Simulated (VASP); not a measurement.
Write the native input for VASP 6.6.1 that does the following.

```yaml
Task: relaxation of the atoms
Functional: PBE
Potentials_or_basis: VASP PAW PBE potentials, release 64 (B_s, N_s)
Cutoff: 300 eV
k_mesh: 7 × 7 × 7
Occupations: gaussian, width 0.03 eV
Spin: no spin polarisation
Further_INCAR_settings: ALGO = Normal; EDIFF = 1e-07; IBRION = 2; EDIFFG = -0.01; NSW = 40
```

The structure of BN (Qingsongite) lies in POSCAR:

```
BN                                      
1.0
    0.0000000000      1.8476381622      1.8476381622
    1.8476381622      0.0000000000      1.8476381622
    1.8476381622      1.8476381622      0.0000000000
  B               N             
     1     1
Direct
     0.0000000000000000    0.0000000000000000    0.0000000000000000
     0.2500000000000000    0.2500000000000000    0.2500000000000000
```

The cell isn't the ideal one: a relaxed cell with its volume scaled by 1.06.

One way to write it, as run:

INCAR

```
PREC = Accurate
ENCUT = 300
EDIFF = 1E-7
ISMEAR = 0
SIGMA = 0.03
LREAL = False
LASPH = True
NELM = 80
ALGO = Normal
ISIF = 2
LWAVE = False
LCHARG = False
GGA = PE
IBRION = 2
NSW = 40
EDIFFG = -0.01
```

KPOINTS

```
Automatic mesh
0
Gamma
  7 7 7
```

Potentials or basis: VASP PAW PBE potentials, release 64 (B_s, N_s).

Run with:

```console
$ cat potpaw_PBE.64/B_s/POTCAR potpaw_PBE.64/N_s/POTCAR > POTCAR
$ mpirun -np 1 vasp_std > vasp.out
```

It gave:

```yaml
Band_gap_on_the_k_mesh: 4.64 eV, indirect (least direct gap 8.51 eV)
```

Caveat: the k mesh is coarse (spacing up to 0.42 Å⁻¹), so the values aren't converged; the relaxation stopped at its first step, so nothing moved; an odd mesh through Γ misses points on the zone boundary, where band edges often lie.

Run time: 2.3 s on 1 thread of AMD EPYC 7R13 Processor (Zen 3) (shared host), peak memory 0.07 GiB.
